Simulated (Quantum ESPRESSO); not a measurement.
# C (Fd-3m) in Quantum ESPRESSO: a series of runs, part 3 of 3

Quantum ESPRESSO 7.5. Earlier steps stand in the parts before.

### 5 Phonons, rPW86PBE+rVV10

pw.in reads:

```
&CONTROL
  calculation = 'scf'
  prefix = 'pwscf'
  outdir = './tmp'
  pseudo_dir = './pseudo'
  tprnfor = .true.
  tstress = .true.
  disk_io = 'low'
/
&SYSTEM
  ibrav = 0
  nat = 2
  ntyp = 1
  ecutwfc = 82
  nbnd = 9
  input_dft = 'rvv10'
  occupations = 'smearing'
  smearing = 'gaussian'
  degauss = 0.01469973
/
&ELECTRONS
  conv_thr = 4d-10
  electron_maxstep = 120
  mixing_beta = 0.5
/
ATOMIC_SPECIES
C     12.0110 C.upf
CELL_PARAMETERS angstrom
   0.0000000000    1.7833700000    1.7833700000
   1.7833700000    0.0000000000    1.7833700000
   1.7833700000    1.7833700000    0.0000000000
ATOMIC_POSITIONS crystal
C      0.7500000000    0.7500000000    0.7500000000
C      0.5000000000    0.5000000000    0.5000000000
K_POINTS automatic
13 13 13 0 0 0
```

relax.in reads:

```
&CONTROL
  calculation = 'vc-relax'
  prefix = 'pwscf'
  outdir = './tmp'
  pseudo_dir = './pseudo'
  tprnfor = .true.
  tstress = .true.
  disk_io = 'low'
  nstep = 40
  forc_conv_thr = 0.0001
  etot_conv_thr = 1d-06
/
&SYSTEM
  ibrav = 0
  nat = 2
  ntyp = 1
  ecutwfc = 82
  nbnd = 9
  input_dft = 'rvv10'
  occupations = 'smearing'
  smearing = 'gaussian'
  degauss = 0.01469973
/
&ELECTRONS
  conv_thr = 4d-10
  electron_maxstep = 120
  mixing_beta = 0.5
/
&IONS
  ion_dynamics = 'bfgs'
/
&CELL
  cell_dynamics = 'bfgs'
  press = 0
  press_conv_thr = 0.2
/
ATOMIC_SPECIES
C     12.0110 C.upf
CELL_PARAMETERS angstrom
   0.0000000000    1.7833700000    1.7833700000
   1.7833700000    0.0000000000    1.7833700000
   1.7833700000    1.7833700000    0.0000000000
ATOMIC_POSITIONS crystal
C      0.7500000000    0.7500000000    0.7500000000
C      0.5000000000    0.5000000000    0.5000000000
K_POINTS automatic
13 13 13 0 0 0
```

scf2.in reads:

```
&CONTROL
  calculation = 'scf'
  prefix = 'pwscf'
  outdir = './tmp'
  pseudo_dir = './pseudo'
  tprnfor = .true.
  tstress = .true.
  disk_io = 'low'
/
&SYSTEM
  ibrav = 0
  nat = 2
  ntyp = 1
  ecutwfc = 82
  nbnd = 9
  input_dft = 'rvv10'
  occupations = 'fixed'
/
&ELECTRONS
  conv_thr = 1d-13
  electron_maxstep = 120
  mixing_beta = 0.5
  startingpot = 'file'
  startingwfc = 'file'
/
ATOMIC_SPECIES
C     12.0110 C.upf
CELL_PARAMETERS angstrom
   0.0000000000    1.7984136096    1.7984136096
   1.7984136096    0.0000000000    1.7984136096
   1.7984136096    1.7984136096    0.0000000000
ATOMIC_POSITIONS crystal
C      0.7500000000    0.7500000000    0.7500000000
C      0.5000000000    0.5000000000    0.5000000000
K_POINTS automatic
13 13 13 0 0 0
```

ph.in reads:

```
phonons of C
&INPUTPH
  prefix = 'pwscf'
  outdir = './tmp'
  tr2_ph = 1d-16
  fildyn = 'dyn'
  niter_ph = 60
  alpha_mix(1) = 0.7
  epsil = .true.
/
0.0000000000 0.0000000000 0.0000000000
```

dynmat.in reads:

```
&INPUT
  fildyn = 'dyn'
  asr = 'crystal'
  lperm = .true.
  filout = 'dynmat.disp'
  fileig = 'dynmat.eig'
/
```

dynmat_lo.in reads:

```
&INPUT
  fildyn = 'dyn'
  asr = 'crystal'
  filout = 'dynmat_lo.disp'
  fileig = 'dynmat_lo.eig'
  q(1) = 0
  q(2) = 0
  q(3) = 1
/
```

Potentials or basis: PseudoDojo 0.4.1 SR PBE standard.

On the command line:

```sh
$ OMP_NUM_THREADS=1 pw.x -in pw.in > pw.out
$ OMP_NUM_THREADS=1 pw.x -in relax.in > relax.out
$ OMP_NUM_THREADS=1 pw.x -in scf2.in > scf2.out
$ OMP_NUM_THREADS=1 ph.x -in ph.in > ph.out
$ OMP_NUM_THREADS=1 dynmat.x -in dynmat.in > dynmat.out
$ OMP_NUM_THREADS=1 dynmat.x -in dynmat_lo.in > dynmat_lo.out
```

pw.out:

```text
This program is part of the open-source Quantum ESPRESSO suite
     for quantum simulation of materials; please cite
         "P. Giannozzi et al., J. Phys.:Condens. Matter 21 395502 (2009);
         "P. Giannozzi et al., J. Phys.:Condens. Matter 29 465901 (2017);
         "P. Giannozzi et al., J. Chem. Phys. 152 154105 (2020);
     in publications or presentations arising from this work. More details at

     IMPORTANT: XC functional enforced from input :
     Exchange-correlation= RVV10
                           (   1   4  13   4  26   0   0)
     Any further DFT definition will be discarded
     Please, verify this is what you really want

     Message from routine setup:
     using ibrav=0 with symmetry is DISCOURAGED, use correct ibrav instead

     G-vector sticks info
     --------------------
     sticks:   dense  smooth     PW     G-vecs:    dense   smooth      PW
     Sum         511     511    163                 7727     7727    1411

     Using Slab Decomposition

     bravais-lattice index     =            0
     lattice parameter (alat)  =       4.7660  a.u.
     unit-cell volume          =      76.5510 (a.u.)^3
     number of atoms/cell      =            2
     number of atomic types    =            1
     number of electrons       =         8.00
     number of Kohn-Sham states=            9
     kinetic-energy cutoff     =      82.0000  Ry
     charge density cutoff     =     328.0000  Ry
     scf convergence threshold =      4.0E-10
     mixing beta               =       0.5000
     number of iterations used =            8  plain     mixing
     Exchange-correlation= RVV10
                           (   1   4  13   4  26   0   0)

     celldm(1)=   4.766014  celldm(2)=   0.000000  celldm(3)=   0.000000
     celldm(4)=   0.000000  celldm(5)=   0.000000  celldm(6)=   0.000000

     crystal axes: (cart. coord. in units of alat)
               a(1) = (   0.000000   0.707107   0.707107 )
               a(2) = (   0.707107   0.000000   0.707107 )
               a(3) = (   0.707107   0.707107   0.000000 )

     reciprocal axes: (cart. coord. in units 2 pi/alat)
               b(1) = ( -0.707107  0.707107  0.707107 )
               b(2) = (  0.707107 -0.707107  0.707107 )
               b(3) = (  0.707107  0.707107 -0.707107 )

     PseudoPot. # 1 for C  read from file:
     C.upf
     Pseudo is Norm-conserving + core correction, Zval =  4.0
     Generated using ONCVPSP code by D. R. Hamann
     Using radial grid of 1248 points,  4 beta functions with:
                l(1) =   0
                l(2) =   0
                l(3) =   1
                l(4) =   1

     atomic species   valence    mass     pseudopotential
     C                 4.00    12.01100     C ( 1.00)

     48 Sym. Ops., with inversion, found (24 have fractional translation)

   Cartesian axes

     site n.     atom                  positions (alat units)
         1        C      tau(   1) = (   1.0606602   1.0606602   1.0606602  )
         2        C      tau(   2) = (   0.7071068   0.7071068   0.7071068  )

     number of k points=    84  Gaussian smearing, width (Ry)=  0.0147
                       cart. coord. in units 2pi/alat
        k(    1) = (   0.0000000   0.0000000   0.0000000), wk =   0.0009103
        k(    2) = (   0.0543928   0.0543928  -0.0543928), wk =   0.0072827
        k(    3) = (   0.1087857   0.1087857  -0.1087857), wk =   0.0072827
        k(    4) = (   0.1631785   0.1631785  -0.1631785), wk =   0.0072827
        k(    5) = (   0.2175713   0.2175713  -0.2175713), wk =   0.0072827
        k(    6) = (   0.2719641   0.2719641  -0.2719641), wk =   0.0072827
[... 76 lines left out ...]
        k(   83) = (   0.0000000  -0.4351426   0.6527140), wk =   0.0218480
        k(   84) = (  -0.0543928  -0.3807498   0.7071068), wk =   0.0218480

     Dense  grid:     7727 G-vectors     FFT dimensions: (  32,  32,  32)

     Initial potential from superposition of free atoms

     starting charge       7.9999, renormalised to       8.0000

Carrying out rVV10 run using the following parameters:
Nqs =      20    Nr_points =    1024   r_max =   100.000
b_value =  6.30000    beta =  0.00901
     q_mesh =  0.00010000  0.00030000  0.00058939  0.00100810
               0.00161396  0.00249058  0.00375900  0.00559430
               0.00824984  0.01209221  0.01765183  0.02569619
               0.03733578  0.05417739  0.07854596  0.11380545
               0.16482331  0.23864234  0.34545298  0.50000000

Gradients computed in Reciprocal space

     Starting wfcs are    8 randomized atomic wfcs +    1 random wfcs

     Self-consistent Calculation

     iteration #  1     ecut=    82.00 Ry     beta= 0.50
     Davidson diagonalization with overlap
     ethr =  1.00E-02,  avg # of iterations =  4.6

     total energy              =     -24.11575463 Ry
     estimated scf accuracy    <       0.12424449 Ry

     iteration #  2     ecut=    82.00 Ry     beta= 0.50
     Davidson diagonalization with overlap
     ethr =  1.55E-03,  avg # of iterations =  1.1

     total energy              =     -24.11186363 Ry
     estimated scf accuracy    <       0.01962787 Ry

     iteration #  3     ecut=    82.00 Ry     beta= 0.50
     Davidson diagonalization with overlap
     ethr =  2.45E-04,  avg # of iterations =  2.1

     total energy              =     -24.11384354 Ry
     estimated scf accuracy    <       0.00022433 Ry

     iteration #  4     ecut=    82.00 Ry     beta= 0.50
     Davidson diagonalization with overlap
     ethr =  2.80E-06,  avg # of iterations =  5.1

     total energy              =     -24.11387130 Ry
     estimated scf accuracy    <       0.00006909 Ry

     iteration #  5     ecut=    82.00 Ry     beta= 0.50
     Davidson diagonalization with overlap
     ethr =  8.64E-07,  avg # of iterations =  1.2

     total energy              =     -24.11387870 Ry
     estimated scf accuracy    <       0.00000007 Ry

     iteration #  6     ecut=    82.00 Ry     beta= 0.50
     Davidson diagonalization with overlap
     ethr =  9.27E-10,  avg # of iterations =  3.4

     total energy              =     -24.11387882 Ry
     estimated scf accuracy    <       0.00000044 Ry

     iteration #  7     ecut=    82.00 Ry     beta= 0.50
     Davidson diagonalization with overlap
     ethr =  9.27E-10,  avg # of iterations =  2.0

     total energy              =     -24.11387887 Ry
     estimated scf accuracy    <          2.2E-09 Ry

     iteration #  8     ecut=    82.00 Ry     beta= 0.50
     Davidson diagonalization with overlap
     ethr =  2.80E-11,  avg # of iterations =  1.9

     total energy              =     -24.11387887 Ry
     estimated scf accuracy    <          4.2E-09 Ry

     iteration #  9     ecut=    82.00 Ry     beta= 0.50
     Davidson diagonalization with overlap
     ethr =  2.80E-11,  avg # of iterations =  1.0

     End of self-consistent calculation

          k = 0.0000 0.0000 0.0000 (   941 PWs)   bands (ev):

    -7.9200  13.4375  13.4375  13.4375  19.1573  19.1573  19.1573  26.8691
    32.9698

          k = 0.0544 0.0544-0.0544 (   944 PWs)   bands (ev):

    -7.7568  12.3923  13.1636  13.1636  19.5170  19.5170  19.7753  27.0069
    33.2378

          k = 0.1088 0.1088-0.1088 (   941 PWs)   bands (ev):

    -7.2690  10.1497  12.5419  12.5419  20.3377  20.3377  20.8004  27.4094
    33.8353

          k = 0.1632 0.1632-0.1632 (   947 PWs)   bands (ev):

    -6.4625   7.5684  11.8642  11.8642  21.1772  21.1772  21.5752  28.0048
    34.2937

          k = 0.2176 0.2176-0.2176 (   956 PWs)   bands (ev):

    -5.3511   4.9827  11.2890  11.2890  21.7435  21.7435  22.0502  28.6248
    34.5007

          k = 0.2720 0.2720-0.2720 (   947 PWs)   bands (ev):

    -3.9736   2.5688  10.8844  10.8844  21.9948  21.9948  22.3140  29.0725
    34.8356

          k = 0.3264 0.3264-0.3264 (   969 PWs)   bands (ev):

    -2.5315   0.5944  10.6774  10.6774  22.0616  22.0616  22.4324  29.2706
    35.3495

          k = 0.1088-0.0000 0.0000 (   945 PWs)   bands (ev):

    -7.7025  12.6580  12.6580  12.9155  18.9966  20.1233  20.1233  26.9849
    33.3375

          k = 0.1632 0.0544-0.0544 (   943 PWs)   bands (ev):

    -7.3229  10.9071  11.9350  12.6356  19.2481  21.0828  21.1168  27.0947
    33.8605
[... 346 lines left out ...]
          k =-0.1088-0.4351 0.6527 (   962 PWs)   bands (ev):

    -0.5180   2.7567   5.2982   6.8801  21.8063  24.0074  25.7146  28.5202
    33.2689

          k =-0.0544-0.3807 0.5983 (   960 PWs)   bands (ev):

     0.1162   2.1584   4.8068   7.0431  22.2355  24.7252  26.6747  27.1507
    32.4788

          k = 0.0000-0.3264 0.5439 (   966 PWs)   bands (ev):

    -1.0290   3.2090   4.8604   7.6689  22.7408  23.6657  25.9700  28.2445
    32.2579

          k =-0.0544-0.4895 0.7071 (   964 PWs)   bands (ev):

     0.1608   2.2536   5.7545   6.1423  21.1702  21.8154  27.6227  28.9205
    34.8703

          k = 0.0000-0.4351 0.6527 (   964 PWs)   bands (ev):

     1.0372   1.6982   4.7807   6.3169  21.7828  23.8634  26.9936  27.5674
    33.9551

          k =-0.0544-0.3807 0.7071 (   961 PWs)   bands (ev):

     0.7258   2.1671   4.8919   5.8625  23.8421  23.8958  25.6453  26.9348
    33.9483

     the Fermi energy is    14.2534 ev

!    total energy              =     -24.11387887 Ry
     estimated scf accuracy    <          2.9E-11 Ry
     smearing contrib. (-TS)   =      -0.00000000 Ry
     internal energy E=F+TS    =     -24.11387887 Ry

     The total energy is F=E-TS. E is the sum of the following terms:
     one-electron contribution =       8.22712519 Ry
     hartree contribution      =       1.96982067 Ry
     xc contribution           =      -8.73613623 Ry
     ewald contribution        =     -25.57468850 Ry

     convergence has been achieved in   9 iterations

     Forces acting on atoms (cartesian axes, Ry/au):

     atom    1 type  1   force =     0.00000000    0.00000000    0.00000000
     atom    2 type  1   force =     0.00000000    0.00000000    0.00000000

     Total force =     0.000000     Total SCF correction =     0.000000

     Computing stress (Cartesian axis) and pressure

          total   stress  (Ry/bohr**3)                   (kbar)     P=      109.68
   0.00074561   0.00000000   0.00000000          109.68        0.00        0.00
   0.00000000   0.00074561  -0.00000000            0.00      109.68       -0.00
   0.00000000  -0.00000000   0.00074561            0.00       -0.00      109.68

=------------------------------------------------------------------------------=
   JOB DONE.
=------------------------------------------------------------------------------=
```

Run time: 3.5 min. Hardware: 1 thread of Arm Neoverse V2, shared host; peak memory 0.1 GiB.

What came out:

| Property | Result |
| --- | --- |
| Free energy | -328.0962 eV |
| Relaxed volume | 5.82 Å³/atom |
| Relaxed cell | a = 2.543 Å, b = 2.543 Å, c = 2.543 Å, α = 60.00°, β = 60.00°, γ = 60.00° |
| Space group after relaxing (to 0.05 Å) | Fd-3m (No. 227) |
| Pressure after relaxing | 0.1 GPa |
| Band gap on the k mesh | 4.31 eV, indirect (least direct gap 5.65 eV) |
| Electronic dielectric tensor (diagonal) | 5.76 |
| Born charges (mean of the diagonal) | C -0.00 e |
| Highest phonon frequency at Γ | 1269 cm⁻¹ |
| Static dielectric tensor (diagonal) | 5.76 |

Step by step:
| step | energy change (eV) | largest force (eV/Å) | pressure (GPa) | volume (Å³) |
| --- | --- | --- | --- | --- |
| 1 | 0.0000 | 0.0000 | 10.97 | 11.34 |
| 2 | 0.0039 | 0.0000 | -11.90 | 11.99 |
| 3 | -0.0097 | 0.0000 | -0.16 | 11.64 |
| 4 | -0.0097 | 0.0000 | -0.01 | 11.63 |

Final structure:
```
C
1.0
     0.00000    1.79841    1.79841
     1.79841    0.00000    1.79841
     1.79841    1.79841    0.00000
C
2
Direct
  0.75000 0.75000 0.75000
  0.50000 0.50000 0.50000
```

Phonon frequencies in cm⁻¹ (negative: imaginary):
```tsv
q point	frequencies
(0.000, 0.000, 0.000)	-18 -18 -18 1269 1269 1269
```

Electronic dielectric tensor:
```
5.76 0.00 0.00
0.00 5.76 0.00
0.00 0.00 5.76
```

Born effective charge tensors (e):
atom 1, C
```
0.00 0.00 0.00
0.00 0.00 0.00
0.00 0.00 0.00
```
atom 2, C
```
0.00 0.00 0.00
0.00 0.00 0.00
0.00 0.00 0.00
```

Optical modes at Γ, degenerate ones joined, polar ones without the macroscopic field:
```
cm⁻¹  components  symmetry  active in  IR intensity, summed ((D/Å)²/amu)
1269           3       T2g      Raman                               0.00
```

Static dielectric tensor, electrons and zone-centre modes:
```
5.76 0.00 0.00
0.00 5.76 0.00
0.00 0.00 5.76
```

Caveat: the potentials were made for another functional, which shifts forces and pressure; on a mesh that holds Γ this program's dielectric tensor can be off by some percent beyond the error of the mesh; an odd mesh through Γ misses points on the zone boundary, where band edges often lie.

### 6 Summary

| level | smearing | rVV10 parameter b | gap on the mesh (eV) | pressure (GPa) |
| --- | --- | --- | --- | --- |
| AM05 | cold 0.136 eV | - | 4.01 | -5.5 |
| BLYP | cold 0.136 eV | - | 4.36 | 0.1 |
| BLYP | cold 0.2 eV | - | 4.46 | 16.2 |
| rPW86PBE+rVV10 | gaussian 0.2 eV | 6.3 | 4.31 | 0.1 |

Alike in all rows: task phonons; potentials or basis PseudoDojo 0.4.1 SR PBE standard; no spin polarisation; cell relaxed; k mesh 13 × 13 × 13; cutoff (eV) 1116.

Caveats: the potentials were made for another functional, which shifts forces and pressure; on a mesh that holds Γ this program's dielectric tensor can be off by some percent beyond the error of the mesh; an odd mesh through Γ misses points on the zone boundary, where band edges often lie; this smearing can shift energies of a crystal with a gap (some runs); the cell is more than 3 GPa from zero pressure, which shifts response properties (some runs); before the sum rule the acoustic modes lie tens of cm⁻¹ from zero, a sign that the density grid also shifts the optical modes (some runs).

Total energies depend on the potentials used, so only differences within one code and one set of settings carry meaning.
